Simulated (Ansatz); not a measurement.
**How the functional changes InSb (COD cell start)**

The compound was started in one structure type and brought to zero pressure at each level (plane-wave PAW code Ansatz, Gaussian smearing of 0.05 eV, scalar-relativistic unless SOC, spin–orbit coupling, is named).

The start was a cell as deposited in COD.

The cell at PBEsol (neighbours within 15 % of each site's shortest distance, so a longer bond may be listed from one end only): It takes space group F-43m (No. 216, cubic). Conventional cell: a = 6.520 Å, b = 6.520 Å, c = 6.520 Å, α = 90.00°, β = 90.00°, γ = 90.00°. In (site symmetry -43m) is surrounded by 4 Sb at 2.82 Å. Sb (site symmetry -43m) is surrounded by 4 In at 2.82 Å.

```tsv
level	cutoff (eV)	k-mesh	final group	a (Å)	V (Å³/atom)	gap (eV)	B0 (GPa)	E_f (eV/atom)
PBEsol	420	8×8×8	F-43m	6.520	34.64	metal	43	-0.08
PBE	420	10×10×10	F-43m	6.635	36.51	metal	37	-0.13
```

Volumes against PBE: PBEsol −5.1 %. PBEsol < PBE is the usual order of volumes: a stronger gradient correction lowers the energy of inhomogeneous, expanded densities and so lengthens the bonds (here 1.8 % in length from PBEsol to PBE, a third of the change in volume). Of these two, the larger cell is the softer: stretching the PBEsol crystal to the PBE volume along its own (Murnaghan) curve would take its modulus to B0 (V0/V)^B0′ = 43 × (34.64/36.51)^4.8 = 33 GPa, against 37 GPa found, so volume alone would soften it more than is found. The formation energy spans 0.05 eV/atom over the functionals (PBE lowest, PBEsol highest); the spread holds the functional's effect on the elements as well as on the compound.

All functionals run on datasets generated with PBE. E_f is the formation energy from the elements run alike, at 0 K, without zero-point energy; it is good to about 0.01 eV/atom as a calculation.

All runs used the PAW datasets of the set soft_2.
